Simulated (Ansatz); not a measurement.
**Ir in Ansatz: the effect of functional**

Ir:

```xyz
1
Lattice="0.0000 1.9027 1.9027 1.9027 0.0000 1.9027 1.9027 1.9027 0.0000" Properties=species:S:1:pos:R:3 pbc="T T T"
Ir    0.0000    0.0000    0.0000
```

The cell isn't the ideal one: volume scaled by 0.98.

Alike in all runs:

```yaml
Program: Ansatz 0.2.0
Task: single point
Potentials_or_basis: Ansatz PAW
k_mesh: 12 × 12 × 12
Occupations: fermi-dirac, width 0.05 eV
Spin: no spin polarisation
```

Q: One run gave: pressure 19.7 GPa. Which functional did it use?
A. r2SCAN
B. PBE
C. LDA

A: B.

```tsv
functional	cutoff	pressure (GPa)
LDA	420 eV (not typed: the program's choice for these potentials)	1.4
r2SCAN	500 eV (not typed: the program's choice for these potentials)	11.9
PBE	420 eV (not typed: the program's choice for these potentials)	19.7
```

Caveats: the PAW data sets come from PBE, with cores solved anew for the run's functional, which leaves a small shift of forces and pressure (some runs).
